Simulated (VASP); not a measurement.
**Sb under changes of volume**

One of the cells (25.805 Å³/atom); the others are scaled copies at fixed shape and fractional positions:

```
CELL_PARAMETERS angstrom
-1.86157 1.86157 1.86157
1.86157 -1.86157 1.86157
1.86157 1.86157 -1.86157
ATOMIC_POSITIONS crystal
Sb 0.00000 0.00000 0.00000
```

This isn't the form of Sb at room conditions, which is rhombohedral.

| Item | Value |
| --- | --- |
| Program | VASP 6.6.1 |
| Functional | PBEsol |
| Potentials or basis | VASP PAW PBE potentials, release 64 (Sb) |
| Cutoff | 520 eV |
| k mesh | 8 × 8 × 8 |
| Occupations | fermi-dirac, width 0.05 eV |
| Spin | no spin polarisation |

```csv
volume (Å³/atom),energy over the lowest point (meV/atom),pressure (GPa)
24.773,9.41,3.2
25.289,?,?
25.805,0.00,0.0
26.321,2.57,-1.3
26.837,9.04,-2.4
```

Task: What does the run at 25.289 Å³/atom give?

Result: Energy over the lowest point 2.05 meV/atom; pressure 1.5 GPa.

Worked out: A Birch-Murnaghan fit of order 2 (a polynomial in V^(-2/3)) to the other rows has its minimum at 25.78 Å³/atom with B0 = V·E''(V) = 71 GPa. It gives 2.20 meV/atom at 25.289 Å³/atom, against the run's 2.05, and -dE/dV = 1.4 GPa, against 1.5.

Energies are extrapolated to zero smearing.

Caveats: the PAW data sets were made with another functional, which shifts forces and pressure a little.
